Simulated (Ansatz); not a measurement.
Sb:

```
CELL_PARAMETERS angstrom
-1.57654 1.57654 2.71194
1.57654 -1.57654 2.71194
1.57654 1.57654 -2.71194
ATOMIC_POSITIONS crystal
Sb 0.00000 0.00000 0.00000
```

This isn't the form of Sb at room conditions, which is rhombohedral.

| Quantity | Value |
| --- | --- |
| Program | Ansatz 0.2.0 |
| Task | relaxation of cell and atoms |
| Functional | BLYP |
| Dispersion | D4 |
| Potentials or basis | Ansatz PAW |
| Cutoff | 420 eV (not typed: the program's choice for these potentials) |
| k mesh | 12 × 12 × 12 |
| Occupations | fermi-dirac, width 0.05 eV |
| Spin | no spin polarisation |

At the start: volume 26.96 Å³/atom.

Problem. How do energy, volume and symmetry change on relaxing?

Solution. It ends after 8 steps and the volume is 27.88 Å³/atom (+3.4 %); space group I4/mmm (No. 139, to 0.05 Å).

The path:
```csv
step,energy change (eV),largest force (eV/Å),volume (Å³)
1,0.0000,0.0000,26.96
2,-0.0029,0.0000,27.87
3,-0.0039,0.0000,27.73
4,-0.0066,0.0000,27.67
5,-0.0073,0.0000,27.87
6,-0.0081,0.0000,27.85
7,-0.0081,0.0000,27.88
8,-0.0083,0.0000,27.88
```

Final structure:
```
Sb
1.0
    -1.56951    1.56951    2.82906
     1.56951   -1.56951    2.82906
     1.56951    1.56951   -2.82906
Sb
1
Direct
  0.00000 0.00000 0.00000
```

Caveat: the plane-wave basis is chosen anew once the cell has moved, so the energies of steps on either side of that aren't comparable; pairwise dispersion overbinds metals, which lowers pressure and volume; the PAW data sets come from PBE, with cores solved anew for the run's functional, which leaves a small shift of forces and pressure.
